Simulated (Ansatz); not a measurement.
Input and command of a calculation in Ansatz (plane waves; scalar-relativistic PAW potentials unless the input names others):

```yaml
crystal:
  lattice:
    - [1.2605908737, 0.7096074183, 14.4911104823]
    - [-1.2605908737, 0.7096074183, 14.4911104823]
    - [0.0, -1.4192148365, 14.4911104823]
  atoms:
    - { symbol: C, position: [0.0177845585, 0.0177845585, 0.0177845585] }
    - { symbol: C, position: [0.9822154415, 0.9822154415, 0.9822154415] }
    - { symbol: C, position: [0.1726033077, 0.1726033077, 0.1726033077] }
    - { symbol: C, position: [0.8273966923, 0.8273966923, 0.8273966923] }
    - { symbol: C, position: [0.2081470494, 0.2081470494, 0.2081470494] }
    - { symbol: C, position: [0.7918529506, 0.7918529506, 0.7918529506] }
    - { symbol: C, position: [0.2681325685, 0.2681325685, 0.2681325685] }
    - { symbol: C, position: [0.7318674315, 0.7318674315, 0.7318674315] }
    - { symbol: C, position: [0.3036793662, 0.3036793662, 0.3036793662] }
    - { symbol: C, position: [0.6963206338, 0.6963206338, 0.6963206338] }
    - { symbol: C, position: [0.4104737028, 0.4104737028, 0.4104737028] }
    - { symbol: C, position: [0.5895262972, 0.5895262972, 0.5895262972] }
    - { symbol: C, position: [0.4465794463, 0.4465794463, 0.4465794463] }
    - { symbol: C, position: [0.5534205537, 0.5534205537, 0.5534205537] }
kpoints:
  mp_grid: { grid: [12, 12, 12] }
hamiltonian:
  xc: lda
scf:
  occupations: { method: gaussian, width: 0.05 }
  eigensolver: { kind: davidson }
output:
  forces: true
  eigenvalues: true
  stress: true
```

```bash
ansatz run input.yaml --threads 4 --pin off --max-ram 9216MiB --backend cpu --events-out ev --progress --plain --runs-dir out
```

Abridged log:
```
Pseudopotentials: kind: paw
Pseudopotential: C, paw, valence charge 4, recommended cutoff 420 eV (normal)
Functional definition: SPW92
Crystal: 14 atoms, lattice volume = 77.776 Å³
Basis set: ecut = 420 eV, 1487 PW (Γ), FFT grids on a1−a3, a2−a3, a3
Bands: 42, of which v1, the nominal top of the filled ones, is band 28 counted from 1 (27 counted from 0)
Symmetry: 4 space group operations
Space group: C2/m (ITA 12), of the structure as read, at distance tolerance 4.3e-5 Å
k-points: 476 of 1728
Initial density: superposition of atomic densities (neutral atoms: chi_scale 0, normalization atom), corrected by the library's trained network
Initial wavefunctions: pseudopotential atomic-orbital guess
Functional: x = slater, c = lda
SCF iter   1: F=—  HF=-3401.707507 eV  |F-HF|=—  |Δ(HF+E_count)|=         —  Δρ=7.83e-3  dr2=2.11e-2  ethr=1.77e-3  ⟨swp⟩=10.4  Hψ=102851  notcnv=0
SCF iter   2: F=—  HF=-3401.702167 eV  |F-HF|=—  |Δ(HF+E_count)|=   5.34e-3  Δρ=3.63e-3  dr2=4.17e-3  ethr=3.76e-5  ⟨swp⟩=3.8  Hψ=39264  notcnv=0  defer=424
SCF iter   3: F=—  HF=-3401.700997 eV  |F-HF|=—  |Δ(HF+E_count)|=   1.17e-3  Δρ=4.00e-4  dr2=2.02e-4  ethr=3.51e-7  ⟨swp⟩=3.0  Hψ=61405  notcnv=0
automatic band count: iteration 3 solves 33 bands in place of 42: the levels show a gap, and the empty bands left out lie too high to hold charge; the band table lists the bands solved (type scf.n_extra_bands for more)
SCF iter   4: F=—  HF=-3401.700932 eV  |F-HF|=—  |Δ(HF+E_count)|=   6.54e-5  Δρ=1.13e-4  dr2=5.03e-6  ethr=3.51e-7  ⟨swp⟩=3.0  Hψ=37739  notcnv=0
automatic band count: iteration 4 solves 32 bands in place of 33: the levels show a gap, and the empty bands left out lie too high to hold charge; the band table lists the bands solved (type scf.n_extra_bands for more)
SCF iter   5: F=—  HF=-3401.700931 eV  |F-HF|=—  |Δ(HF+E_count)|=   8.84e-7  Δρ=2.24e-5  dr2=4.04e-7  ethr=8.99e-9  ⟨swp⟩=3.2  Hψ=39508  notcnv=0
SCF iter   6: F=-3401.700931 eV  HF=-3401.700931 eV  |F-HF|=1.87e-8  |Δ(HF+E_count)|=   1.10e-7  Δρ=6.62e-6  dr2=2.53e-8  ethr=7.22e-10  ⟨swp⟩=3.0  Hψ=34591  notcnv=0
SCF 1 converged in 6 iterations: F = -3401.700931 eV  dr2 = 2.53e-8
  Residual-converged pass: ⟨swp⟩=3.0  Hψ=38449  notcnv=0  max |occ|·‖R‖ = 6.5e-6 eV (tolerance 6.7e-6 eV) dr2=2.48e-8  dr2_onsite=5.94e-10  max |Δocc| = 0.0e0
SCF converged after 6 iterations
Free energy (F): -3401.700931 eV
Harris-Foulkes:  -3401.700931 eV  (|F-HF|=1.87e-8)
Internal energy: -3401.700931 eV  (E = F + TS)
E sigma→0 (E₀):  -3401.700931 eV
Fermi energy:    15.635955 eV
--- Forces (eV/Å), atoms counted from 1 ---
  atom   1  C      0.00000000     0.10818662    -0.05438905
  atom   2  C      0.00000000    -0.10818662     0.05438905
  atom   3  C      0.00000000     0.10914395     0.05531670
  atom   4  C      0.00000000    -0.10914395    -0.05531670
  atom   5  C      0.00000000    -0.09988900    -0.04038390
  atom   6  C      0.00000000     0.09988900     0.04038390
  atom   7  C      0.00000000    -0.09986379     0.03988725
  atom   8  C      0.00000000     0.09986379    -0.03988725
  atom   9  C      0.00000000     0.10963714    -0.05495573
  atom  10  C      0.00000000    -0.10963714     0.05495573
  atom  11  C      0.00000000    -0.12247233     0.04218864
  atom  12  C      0.00000000     0.12247233    -0.04218864
  atom  13  C      0.00000000    -0.12243895    -0.04221913
  atom  14  C      0.00000000     0.12243895     0.04221913
--- Stress (GPa, compression-positive) ---
      -12.603554       0.000000       0.000000
        0.000000      15.832071      -0.219411
        0.000000      -0.219411     -13.749481
  P = ⅓ Tr σ = -3.5070 GPa (-35.070 kbar)
```

Apart from outputs and empty bands, the input differs from a reference run on usual settings in scf.eigensolver.kind: not typed → "davidson"; hamiltonian.xc: "pbe" → "lda"; basis.ecutwfc: 420 → not typed. The reference, at the same geometry (not necessarily relaxed), gave pressure 11.77 GPa, largest force 0.149 eV/Å, gap on the mesh 4.15 eV. This run converged in 6 SCF iterations (reference: 6) with a total energy on another zero, pressure -3.51 GPa, largest force 0.130 eV/Å, gap on the mesh 4.11 eV.

Time: 67 s on 4 threads of Intel(R) Xeon(R) Processor @ 2.50GHz (Skylake/Cascade Lake), with other jobs on the host, peak memory 1.1 GiB.